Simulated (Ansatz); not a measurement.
# Bi: changing the strain (εzz = s)

```
Bi
1.0
    -1.98143    1.98143    1.98143
     1.98143   -1.98143    1.98143
     1.98143    1.98143   -1.98143
Bi
1
Direct
  0.00000 0.00000 0.00000
```

This isn't the form of Bi at room conditions, which is rhombohedral.

Kept alike: task band structure; functional PBEsol; k mesh 8 × 8 × 8; occupations fermi-dirac, width 0.05 eV; no spin polarisation. Program: Ansatz, Ansatz PAW, cutoff 420 eV. The mesh is that of the run's cell of 1 atom. No spin-orbit coupling.

| s | free energy over the lowest row (meV/atom) |
| --- | --- |
| -0.04 | 0.12 |
| -0.02 | 0.00 |
| -0.01 | 1.87 |
| 0 | 5.27 |
| 0.01 | 10.52 |
| 0.02 | 17.47 |
| 0.04 | 35.27 |

The cell shown is the unstrained one; x, y and z are its Cartesian axes; atoms keep their fractions. For a metal such a mesh leaves the last digits unconverged. All rows use potentials made for PBE.

Task: What does the strain (εzz = s) change here?

Result: The free energy is lowest at -0.02, and 35.27 meV an atom higher at 0.04.
